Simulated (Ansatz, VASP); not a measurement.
## Re in VASP and in Ansatz

```
Re
1.0
     0.00000    1.95659    1.95659
     1.95659    0.00000    1.95659
     1.95659    1.95659    0.00000
Re
1
Cartesian
  0.0000 0.0000 0.0000
```

Alike in both runs: task relaxation of cell and atoms; functional PBE; k mesh 24 × 24 × 24; occupations gaussian, width 0.1 eV; no spin polarisation.

|  | VASP | Ansatz |
| --- | --- | --- |
| version | VASP 6.6.1 | Ansatz 0.2.0 |
| potentials or method | VASP PAW PBE potentials, release 64 (Re) | scalar-relativistic, plane waves, PAW |
| plane-wave cutoff (eV) | 600 | 420 |
| valence electrons in the cell | 7 | 15 |

```tsv
	VASP	Ansatz	Ansatz less VASP
gap on the k mesh at the Fermi level, each at its own relaxed structure (eV)	none	none	-
relaxed volume (Å³/atom)	14.98	15.00	+0.020
relaxed cell length with the largest relative difference (Å)	2.767	2.769	+0.0012
```

A gap of «none» marks a metal or a gap that the smearing closes. The two sets of potentials don't hold the same shells in valence.

Spin-orbit coupling is left out, which matters for the levels of Re.
